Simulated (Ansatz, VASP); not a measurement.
Given: the input of a run of Ansatz 0.2.0 on Na.

Contents of input.yaml:

```yaml
crystal:
  lattice:
    - [3.7670009976, 0.0, 0.0]
    - [-1.8835004988, 3.26231856, 0.0]
    - [0.0, 0.0, 24.231]
  atoms:
    - { symbol: Na, position: [0.6666666667, 0.3333333334, 0.3095208617] }
    - { symbol: Na, position: [0.3333333333, 0.6666666666, 0.4365069539] }
    - { symbol: Na, position: [0.6666666667, 0.3333333334, 0.5634930461] }
    - { symbol: Na, position: [0.3333333333, 0.6666666666, 0.6904791383] }
hamiltonian:
  xc: pbe
  pseudopotentials: { kind: paw }
kpoints:
  mp_grid: { grid: [8, 8, 1] }
scf:
  occupations: { method: fermi_dirac, width: 0.05 }
output:
  forces: true
  eigenvalues: true
efield:
  axis: 3
  dipole_correction: true
  ramp_width: 0.04
```

Potentials or basis: Ansatz PAW.

Launch:

```sh
$ ansatz run input.yaml --threads 2 --pin off --max-ram 6144MiB --backend cpu --events-out ev --progress --plain --runs-dir out
```

Q: Set up the same calculation for VASP 6.6.1. Potentials there: VASP PAW PBE potentials, release 64 (Na_pv).

A: As run (the cutoff follows the program's own potentials):

Contents of INCAR:

```
SYSTEM = Na
PREC = Accurate
ENCUT = 520
EDIFF = 1E-6
ISMEAR = -1
SIGMA = 0.05
LREAL = .False.
LASPH = .True.
NELM = 60
ALGO = Normal
ISIF = 2
LWAVE = .False.
LCHARG = .True.
LDIPOL = .True.
IDIPOL = 3
DIPOL = 0.5 0.5 0.500
GGA = PE
LELF = .True.
LVHAR = .True.
LVACPOTAV = .True.
NBANDS = 22
```

The input KPOINTS:

```
regular mesh
0
Gamma
  8 8 1
  0 0 0
```

The input POSCAR:

```
Na
1.0
    3.7670009976      0.0000000000      0.0000000000
   -1.8835004988      3.2623185600      0.0000000000
    0.0000000000      0.0000000000     24.2310000000
Na
4
Direct
    0.6666666667      0.3333333334      0.3095208617
    0.3333333333      0.6666666666      0.4365069539
    0.6666666667      0.3333333334      0.5634930461
    0.3333333333      0.6666666666      0.6904791383
```

Potentials or basis: VASP PAW PBE potentials, release 64 (Na_pv).

Run with:

```console
$ cat potpaw_PBE.64/Na_pv/POTCAR > POTCAR
$ mpirun -np 1 vasp_std > vasp.out
```

Both were run:

|  | VASP | Ansatz | Ansatz less VASP |
| --- | --- | --- | --- |
| gap on the k mesh at the Fermi level (eV) | none | none | - |
| rms of the force components (eV/Å) | 0.023 | 0.023 | -0.0003 |
| work function, face that differs most (eV) | 2.90 | 2.90 | 0.000 |

Atom by atom the forces differ by 0.000 eV/Å (rms over components). A gap of «none» marks a metal or a gap that the smearing closes. The functional is the same, so the differences come from potentials, cutoffs and numerics. The two sets of potentials don't hold the same shells in valence.
